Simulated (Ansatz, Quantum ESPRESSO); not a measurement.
**TiO2 (001), anatase: biaxial strain and the free axis**

A thin film takes the in-plane lattice of its substrate and is free along the normal. How do the free axis and the stress follow the misfit? The strained cell has c along the film normal; unstrained it is a = 3.7657 Å, b = 3.7657 Å, c = 9.5554 Å, α = 90.00°, β = 90.00°, γ = 90.00°, with 12 atoms.

Calculated with Quantum ESPRESSO 7.5, PBEsol, PseudoDojo 0.4.1 norm-conserving potentials, cutoff 1170 eV, Fermi–Dirac smearing 0.02 eV, k-mesh 7×7×3, no spin polarisation, no spin-orbit coupling.

Relaxed positions at 0 %:

```
atom       x       y       z
  Ti  0.0000  0.0000  0.0000
  Ti  0.0000  0.5000  0.2500
  Ti  0.5000  0.5000  0.5000
  Ti  0.5000  0.0000  0.7500
   O  0.0000  0.0000  0.2073
   O  0.0000  0.5000  0.4573
   O  0.0000  0.5000  0.0427
   O  0.0000  0.0000  0.7927
   O  0.5000  0.5000  0.7073
   O  0.5000  0.0000  0.9573
   O  0.5000  0.0000  0.5427
   O  0.5000  0.5000  0.2927
```

| ε∥ (%) | a (Å) | c (Å) | ε⊥ (%) | σ (GPa, tension positive) |
| --- | --- | --- | --- | --- |
| −3 | 3.6528 | 10.0343 | 5.012 | −8.18 |
| −2 | 3.6904 | 9.8670 | 3.261 | −5.51 |
| −1 | 3.7281 | 9.7068 | 1.585 | −2.79 |
| 0 | 3.7657 | 9.5554 | 0.000 | 0.00 |
| 1 | 3.8034 | 9.4160 | −1.459 | 2.88 |
| 3 | 3.8787 | 9.1837 | −3.890 | 8.81 |

**Question.** Fit both responses and give the free strain and the stress at +2 %, a row left out above.

Least squares with y = y0 + y1 ε + y2 ε² (ε in %) gives ε⊥ = 0.006 + (−1.4901) ε + (0.0623) ε² and σ = 0.01 + (2.831) ε + (0.034) ε² GPa. The linear terms put the ratio of free to applied strain at −1.490 and the biaxial modulus at 283 GPa.

At +2 % the free strain comes out as −2.725 %. The run itself gives −2.755 %, so the estimate misses by 0.030 %; the fitted rows themselves lie up to 0.037 % off the law.

The stress comes out as 5.81 GPa. The run itself gives 5.85 GPa, so the estimate misses by 0.04 GPa, more than the largest misfit of the fitted rows (0.01 GPa).

With c as the unique axis, zero normal stress gives ε⊥/ε∥ = −2C13/C33 for relaxed atoms, so 2C13/C33 is about 1.49.

The positive ε² term means that the crystal stiffens in tension.

The same fit over all rows at other levels or in other programs gives the strain ratio = −1.511 with PBEsol (Ansatz) and −1.513 with PBEsol (Quantum ESPRESSO, GBRV).

[Logs are printed without paths, hosts, clocks, repeated set-up lines and the standing remarks that a program may print on its own settings, such as how far it seeks lower states.]
